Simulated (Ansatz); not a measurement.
BN: pressure and energy less free atoms as volume per atom varies

Periodic Kohn-Sham DFT of a crystal at fixed atoms; pressure and stress are positive in compression; the energy is the free energy less that of spherical unpolarised free atoms; site moments are those in the method's own spheres, positive along +z. The results are calculated, by Ansatz 0.2.0.

Cell of the first row (space group P6_3/mmc, No. 194):
```
CELL_PARAMETERS angstrom
2.45290 0.00000 0.00000
-1.22640 2.12430 0.00000
0.00000 0.00000 6.52520
ATOMIC_POSITIONS crystal
B 0.33333 0.66667 0.25000
B 0.66667 0.33333 0.75000
N 0.33333 0.66667 0.75000
N 0.66667 0.33333 0.25000
```

Settings of every row: method all-electron LAPW; functional PBE; relativity scalar; k mesh 11x11x4; filling fermi-dirac; smearing width 0.02 eV; basis error target 1 meV/atom; nucleus gaussian.

Atom start moment: 0 on all atoms.

Limits: a layered crystal: even scaling strains the bonds within the layers, so this curve is stiffer than the crystal under pressure.

```
row  volume per atom (Å³)  pressure (GPa)  energy less free atoms (eV/atom)
  1                   8.5          20.375                           -8.7556
  2                 8.681               ?                                 ?
  3                 8.862           8.471                           -8.7878
  4                 8.952            5.82                           -8.7918
  5                 9.043           3.287                           -8.7944
  6                 9.133           0.866                           -8.7956
  7                 9.223          -1.448                           -8.7954
  8                 9.404          -5.773                           -8.7913
  9                 9.585          -9.725                           -8.7825
```

Question: what pressure and energy less free atoms should row 2 give?

Worked fit of pressure. Take u = (V_r/V)^(2/3) − 1 with V_r = 9.088 Å³ an atom, which is twice the finite (Eulerian) strain; such expansions in the strain, on which the Birch-Murnaghan equation of state is built, carry the rest volume and the bulk modulus. The shown rows have u = 0.0456, 0.01693, 0.0101, 0.00331, -0.00329, -0.00978, -0.02253, -0.03487. Least squares give pressure = 2.0568 + 365.512 × u + 793.43 × u² GPa; a straight line predicts inner rows, each left out in turn, worse (root mean square 0.41 against 0.0087 GPa). The rows lie off it by 0.001, -0.001, -0.009, 0.012, 0.003, -0.006, 0.002, -0.001 (root mean square 0.0059 GPa). The pressure vanishes at u = -0.0057, or V = 9.166 Å³ an atom, and there the bulk modulus at fixed shape and fractions is B = −V dP/dV = (2/3)(1 + u) dP/du = 236 GPa. Letting shape and atoms relax would as a rule lower it, by much in layered, chain or molecular crystals. The withheld row has u = 0.03102, so the fit gives 2.0568 + 365.512 × (0.03102) + 793.43 × (0.03102)² = 14.158 GPa.

The calculation gave 14.151 GPa. The fit lies 0.007 GPa (0.023 % of the column's range) above it; its largest miss of a shown row is 0.012 GPa.

Worked fit of energy less free atoms. Take u = (V_r/V)^(2/3) − 1 with V_r = 9.088 Å³ an atom, which is twice the finite (Eulerian) strain; such expansions in the strain, on which the Birch-Murnaghan equation of state is built, carry the rest volume and the bulk modulus. The shown rows have u = 0.0456, 0.01693, 0.0101, 0.00331, -0.00329, -0.00978, -0.02253, -0.03487. Least squares give energy less free atoms = −8.79516 + 0.1765 × u + 15.334 × u² − 4 × u³ eV/atom; a parabola predicts inner rows, each left out in turn, worse (root mean square 6.2e-05 against 2.1e-05 eV/atom). All shown rows lie on it to the printed digit. Its lowest point lies at u = -0.0057, or V = 9.167 Å³ an atom, and the curvature there gives the bulk modulus at fixed shape and fractions, B = (4/9)(1 + u)² E″(u)/V = 237 GPa. Letting shape and atoms relax would as a rule lower it, by much in layered, chain or molecular crystals. The withheld row has u = 0.03102, so the fit gives −8.79516 + 0.1765 × (0.03102) + 15.334 × (0.03102)² − 4 × (0.03102)³ = -8.7750 eV/atom.

The calculation gave -8.7751 eV/atom. The fit lies 0.0001 eV/atom (0.25 % of the column's range) above it, one unit of the last digit.
